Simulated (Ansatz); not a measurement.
# Electroresistance of MgB2/AlN/ZrB2, part 7 of 7

Both polarities of the barrier in MgB2/AlN/ZrB2, relaxed and compared. The lower electrode is MgB2 AlB2(0001), the upper one ZrB2 AlB2(0001); the barrier is AlN zinc blende(111) (whole bilayers). In the first transport cell, after relaxation, the nearest pair of electrode and barrier is Mg–N at 2.42 Å, at a slant, at the lower face and Zr–Al at 3.29 Å, at a slant, at the upper one. All share a net of side 3.111 Å, which strains the lower electrode by +1.3 %, the upper one by -2.2 % and the barrier by +0.0 %, against typed lattice constants near PBE's. The first steps treat the bulk electrodes alone.

Ansatz 0.2.0; PBE DFT, plane waves, PAW files (the session's first sound run).

So far. Step 9 (Conductance, polarity Al face on the lower electrode …): G = 2.3e11 S/m² (1/G = 4.42 Ω µm²), 55 times the step before of this kind. The largest error estimate is 29 %, from the leads' potential steps. In the worse lead the potential repeats within 35 meV, which the program flags as too much for a lead, so G carries that doubt. Step 10 (Electroresistance): The two conductances carry error estimates of up to 42 % and 29 %, which the ratio inherits.

## (11) The same cell, other settings

This step: PBE DFT, plane waves, PAW files; ballistic transmission by layer matching between semi-infinite leads; changed: hamiltonian.hubbard = {"sites": [{"species": "Zr", "l": "d", "u_eff": 3.0}], "double_counting": "fll"} (Ansatz 0.2.0).

System of this step: MgB2/AlN/ZrB2. The cell holds 52 atoms: 8 Mg, 28 B, 4 N, 4 Al and 8 Zr. Cell: a = 3.111 Å, b = 3.111 Å, c = 76.301 Å, α = 90.0°, β = 90.0°, γ = 120.0°. Regions: left electrode, 22 atoms (8 Mg and 14 B); barrier, 8 atoms (4 N and 4 Al); right electrode, 22 atoms (8 Zr and 14 B). Vacuum lies along c.

This run repeats an earlier one, its twin (the spectrum run, 8 atomic planes between the electrodes, N face on the lower electrode), with two settings changed (hamiltonian.hubbard.sites, hamiltonian.hubbard.double_counting; files written aside). It is meant to test what a Hubbard term shifts. Where the input is shown as a difference, that is against the step before, not the twin.

Contents of input.yaml:

```yaml
crystal:
  lattice:
    - [3.111, 0.0, 0.0]
    - [-1.5555, 2.6942050312, 0.0]
    - [0.0, 0.0, 76.3006145658]
  atoms:
    - { symbol: Mg, position: [0.0, 0.0, 0.0917423803] }
    - { symbol: B, position: [0.33333333, 0.66666667, 0.1147468244] }
    - { symbol: B, position: [0.66666667, 0.33333333, 0.1147468244] }
    - { symbol: Mg, position: [0.0, 0.0, 0.1377512686] }
    - { symbol: B, position: [0.33333333, 0.66666667, 0.1607557127] }
    - { symbol: B, position: [0.66666667, 0.33333333, 0.1607557127] }
    - { symbol: Mg, position: [0.0, 0.0, 0.1837601568] }
    - { symbol: B, position: [0.33333333, 0.66666667, 0.2067646009] }
    - { symbol: B, position: [0.66666667, 0.33333333, 0.2067646009] }
    - { symbol: Mg, position: [0.0, 0.0, 0.229769045] }
    - { symbol: B, position: [0.33333333, 0.66666667, 0.2527734892] }
    - { symbol: B, position: [0.66666667, 0.33333333, 0.2527734892] }
    - { symbol: Mg, position: [0.0, 0.0, 0.2757779333] }
    - { symbol: B, position: [0.33333333, 0.66666667, 0.2987823774] }
    - { symbol: B, position: [0.66666667, 0.33333333, 0.2987823774] }
    - { symbol: Mg, position: [0.0, 0.0, 0.3217868215] }
    - { symbol: B, position: [0.33333333, 0.66666667, 0.3447912656] }
    - { symbol: B, position: [0.66666667, 0.33333333, 0.3447912656] }
    - { symbol: Mg, position: [0.0, 0.0, 0.3677957097] }
    - { symbol: B, position: [0.33333333, 0.66666667, 0.3908001539] }
    - { symbol: B, position: [0.66666667, 0.33333333, 0.3908001539] }
    - { symbol: Mg, position: [0.0, 0.0, 0.4126668498] }
    - { symbol: "N", position: [0.33333333, 0.66666667, 0.4339797397] }
    - { symbol: Al, position: [0.66666667, 0.33333333, 0.4435361325] }
    - { symbol: "N", position: [0.66666667, 0.33333333, 0.4681862495] }
    - { symbol: Al, position: [0.0, 0.0, 0.4769079472] }
    - { symbol: "N", position: [0.0, 0.0, 0.5015577128] }
    - { symbol: Al, position: [0.33333333, 0.66666667, 0.5102986158] }
    - { symbol: "N", position: [0.33333333, 0.66666667, 0.5349894823] }
    - { symbol: Al, position: [0.66666667, 0.33333333, 0.5443489959] }
    - { symbol: Zr, position: [0.0, 0.0, 0.5805207556] }
    - { symbol: B, position: [0.33333333, 0.66666667, 0.6032619753] }
    - { symbol: B, position: [0.66666667, 0.33333333, 0.6032619753] }
    - { symbol: Zr, position: [0.0, 0.0, 0.6267231787] }
    - { symbol: B, position: [0.33333333, 0.66666667, 0.6501843821] }
    - { symbol: B, position: [0.66666667, 0.33333333, 0.6501843821] }
    - { symbol: Zr, position: [0.0, 0.0, 0.6736455855] }
    - { symbol: B, position: [0.33333333, 0.66666667, 0.6971067889] }
    - { symbol: B, position: [0.66666667, 0.33333333, 0.6971067889] }
    - { symbol: Zr, position: [0.0, 0.0, 0.7205679923] }
    - { symbol: B, position: [0.33333333, 0.66666667, 0.7440291958] }
    - { symbol: B, position: [0.66666667, 0.33333333, 0.7440291958] }
    - { symbol: Zr, position: [0.0, 0.0, 0.7674903992] }
    - { symbol: B, position: [0.33333333, 0.66666667, 0.7909516026] }
    - { symbol: B, position: [0.66666667, 0.33333333, 0.7909516026] }
    - { symbol: Zr, position: [0.0, 0.0, 0.814412806] }
    - { symbol: B, position: [0.33333333, 0.66666667, 0.8378740094] }
    - { symbol: B, position: [0.66666667, 0.33333333, 0.8378740094] }
    - { symbol: Zr, position: [0.0, 0.0, 0.8613352128] }
    - { symbol: B, position: [0.33333333, 0.66666667, 0.8847964163] }
    - { symbol: B, position: [0.66666667, 0.33333333, 0.8847964163] }
    - { symbol: Zr, position: [0.0, 0.0, 0.9082576197] }
kpoints:
  mp_grid: { grid: [12, 12, 1] }
scf:
  occupations: { method: fermi_dirac, width: 0.1 }
  max_iter: 150
hamiltonian:
  xc: pbe
  hubbard: { sites: [{ species: Zr, l: d, u_eff: 3.0 }], double_counting: fll }
output:
  transmission:
    kmesh: [12, 12]
    e_range: [-2, 3]
    de: 0.1
    leads: [[9, 12], [40, 43]]
  dos: { projected: true, e_range: [-6, 5], de: 0.05 }
  write_potential: true
  write_density: true
  volumetric_format: npy
```

The run is started by

```sh
$ ansatz run input.yaml --threads 4 --pin off --max-ram 12288MiB --backend cpu --events-out ev --progress --plain --runs-dir out
```

Numbers of over 12 decimals in the logs are rounded to 6 here.

The program printed:

```text
Mg: projections on atomic orbitals take those of the free atom [He] 2s2 2p6 3s2, of charge +0.00 (hamiltonian.pseudopotentials.projection_atoms); the dataset's partial waves leave at most 2.0e-8 of an orbital's norm unspanned inside its sphere
B: projections on atomic orbitals take those of the free atom [He] 2s2 2p1, of charge +0.00 (hamiltonian.pseudopotentials.projection_atoms); the dataset's partial waves leave at most 3.0e-9 of an orbital's norm unspanned inside its sphere
N: projections on atomic orbitals take those of the free atom [He] 2s2 2p3, of charge +0.00 (hamiltonian.pseudopotentials.projection_atoms); the dataset's partial waves leave at most 9.3e-9 of an orbital's norm unspanned inside its sphere
Al: projections on atomic orbitals take those of the free atom [Ne] 3s2 3p1, of charge +0.00 (hamiltonian.pseudopotentials.projection_atoms); the dataset's partial waves leave at most 3.3e-8 of an orbital's norm unspanned inside its sphere
Zr: projections on atomic orbitals take those of the free atom [Ar 3d10] 4s2 4p6 4d2 5s2, of charge +0.00 (hamiltonian.pseudopotentials.projection_atoms); the dataset's partial waves leave at most 4.4e-6 of an orbital's norm unspanned inside its sphere
Engine: ansatz 0.2.0, aarch64-unknown-linux-gnu
Pseudopotentials: kind: paw
Pseudopotential: Mg, paw, valence charge 10, recommended cutoff 420 eV (normal), Mg.paw.azcp
Pseudopotential: B, paw, valence charge 3, recommended cutoff 420 eV (normal), B.paw.azcp
Pseudopotential: N, paw, valence charge 5, recommended cutoff 420 eV (normal), N.paw.azcp
Pseudopotential: Al, paw, valence charge 3, recommended cutoff 420 eV (normal), Al.paw.azcp
Pseudopotential: Zr, paw, valence charge 12, recommended cutoff 420 eV (normal), Zr.paw.azcp
Functional definition: PBE
  parameter kappa = 0.804
  parameter beta = 0.066725
  exchange = pbe_x(kappa = kappa, mu = beta*pi^2/3)
  correlation = pbe_c(beta = beta)
Crystal: 52 atoms, lattice volume = 639.527 Å³
Basis set: ecut = 420 eV, 12435 PW (Γ)
Bands: 198, of which v1, the nominal top of the filled ones, is band 146 counted from 1 (145 counted from 0)
Symmetry: 6 space group operations
Space group: P3m1 (ITA 156), of the structure as read, at distance tolerance 8.6e-5 Å
k-points: 19 of 144 (time reversal used)
Non-local potential: Mg, projectors of the file, l = 0: 3, l = 1: 2, l = 2: 1
Non-local potential: B, projectors of the file, l = 0: 2, l = 1: 2, l = 2: 1
Non-local potential: N, projectors of the file, l = 0: 2, l = 1: 2, l = 2: 1
Non-local potential: Al, projectors of the file, l = 0: 2, l = 1: 2, l = 2: 1
Non-local potential: Zr, projectors of the file, l = 0: 3, l = 1: 2, l = 2: 2, l = 3: 2
PAW form: soft (Blöchl's): semilocal exchange-correlation on the pseudo side does not see the compensation charge
[...]
SCF iter  24: F=—  HF=-56920.198564 eV  |F-HF|=—  |Δ(HF+E_count)|=   2.12e-7  Δρ=1.22e-5  dr2=3.66e-6  ethr=3.25e-9  ⟨swp⟩=2.6  Hψ=4973  notcnv=0  defer=512
SCF iter  25: F=—  HF=-56920.198564 eV  |F-HF|=—  |Δ(HF+E_count)|=   8.29e-8  Δρ=6.58e-6  dr2=1.43e-6  ethr=1.25e-9  ⟨swp⟩=2.3  Hψ=4711  notcnv=0  defer=512
SCF iter  26: F=—  HF=-56920.198564 eV  |F-HF|=—  |Δ(HF+E_count)|=   7.66e-9  Δρ=5.82e-6  dr2=8.94e-7  ethr=4.90e-10  ⟨swp⟩=2.7  Hψ=4787  notcnv=0  defer=512
SCF iter  27: F=—  HF=-56920.198564 eV  |F-HF|=—  |Δ(HF+E_count)|=   7.05e-8  Δρ=2.13e-6  dr2=1.06e-7  ethr=3.06e-10  ⟨swp⟩=2.6  Hψ=4829  notcnv=0  defer=512
SCF iter  28: F=-56920.198564 eV  HF=-56920.198564 eV  |F-HF|=4.63e-9  |Δ(HF+E_count)|=   3.62e-9  Δρ=9.00e-7  dr2=8.68e-9  ethr=3.42e-11  ⟨swp⟩=26.9  Hψ=28004  notcnv=0
SCF 1 converged in 28 iterations: F = -56920.198564 eV  dr2 = 8.68e-9
[...]
WARN: The output density's exchange-correlation potential varies sharply where the density is thin. Do not read a vacuum level from v_tot or v_xc, or from such a field of the output density. On a cell that repeats whose density bears no net charge and no dipole along the vacuum's axis use v_es (v_loc + v_h of the components); under efield.dipole_correction with no amplitude use v_es + v_field, which holds any externa [...]
SCF converged after 28 iterations
Free energy (F): -56920.198564 eV
Harris-Foulkes:  -56920.198564 eV  (|F-HF|=4.63e-9)
Internal energy: -56919.891773 eV  (E = F + TS)
E sigma→0 (E₀):  -56920.045169 eV
Entropy (-TS):   -0.306791 eV (-5.900 meV/atom)
Fermi energy:    9.718019 eV
--- Per-component energies (eV) ---
  E_band       = -3375.853570
  E_kinetic    = 5311.874297
  E_local      = -237810.805352  (includes V_loc(G=0)·N_el)
  E_nonlocal   = 1924.628983
  E_hartree    = 115785.415969
  E_xc         = -2860.142838
  E_vxc        = -3364.373141  (∫ρ·V_xc dr)
  E_hubbard    = 24.615264  (on-site DFT+U / exact-exchange correction)
  E_vhub       = 14.210090  (the Hubbard potential's part of the band-sum identity)
  E_paw        = -30544.773487  (= ΣΔE_a)
  E_vpaw       = -1022.217248  (= ΣTr[D̂ρ^β])
  E_aug_tail   = 0.000439  (compensation charges beyond the density's cutoff)
  E_ewald      = 91249.294953
  E_smearing   = -0.306791  (= −TS)
  E_closure    = -0.000000  (closes the sum)
  Σ components = -56920.198564   (vs F -56920.198564, Δ=0.00e0)
--- Band table (eV; the first three rows and the last of 19) ---
  k-point 0: bands = [... 142 lower, 10.4104, 10.4104, 10.4716, 10.5552, 10.5552, 10.6188, 10.6188, 10.7587, ... 48 higher]
  k-point 1: bands = [... 142 lower, 10.0622, 10.0659, 10.1208, 10.1615, 10.2017, 10.6842, 10.7527, 10.7736, ... 48 higher]
  k-point 2: bands = [... 142 lower, 9.3534, 9.3611, 9.4352, 9.4428, 9.4871, 10.5718, 10.7448, 10.9819, ... 48 higher]
  k-point 18: bands = [... 142 lower, 8.8261, 9.1084, 9.2078, 9.8126, 9.8126, 9.8303, 9.8383, 9.9235, ... 48 higher]
Occupation matrices written to <dir>
Error: transmission: the Hubbard projectors reach 11.8 Å along the current, further than the layers of crystal 1 that repeat its middle period. If it is a lead, lay that much of it and a period more on either side. If it is a film or a barrier, name the leads in `output.transmission.leads`
```

The job ended after 15 min (4 threads of Arm Neoverse N1, shared host; peak memory 5.4 GiB).

The run ended with an error after its SCF cycle had converged; no result of it is taken.

The program's message: “Error: transmission: the Hubbard projectors reach 11.8 Å along the current, further than the layers of crystal 1 that repeat its middle period. If it is a lead, lay that much of it and a period more o …”

## (12) Outcome

| Item | Value |
| --- | --- |
| conductance, N face on the lower electrode | 4.1e9 S/m² |
| conductance, Al face on the lower electrode | 2.3e11 S/m² |

The two polarities differ in conductance by a factor of 55, the better conductor being «Al face on the lower electrode», by more than the error estimates. The ratio includes whatever the relaxation rebuilt at the faces. The polarity here is that of growth: the two cells are two junctions, and whether a field could switch one into the other isn't tested. The distance between the electrodes differs too: it is 12.81 against 13.01 Å. The program's largest error estimate on these conductances is 42 %, from the mesh across the current, in the run that gave 4.1e9 S/m². In 1 of these 2 runs a lead's potential steps by more than 25 meV, which the program flags as too much. No spin-orbit coupling, phonons, disorder or image charges enter; the interfaces are ordered, one cell wide and lattice-matched by strain. Semilocal gaps are too small, which can bring a band edge of the barrier nearer to the Fermi level than it is.

[Logs are printed without paths, hosts, clocks, repeated set-up lines and the standing remarks that a program may print on its own settings, such as how far it seeks lower states.]

[Hosts, paths, dates, database ids (printed as entryN), source tags and the programs' standing remarks are cut or masked in the printed files.]
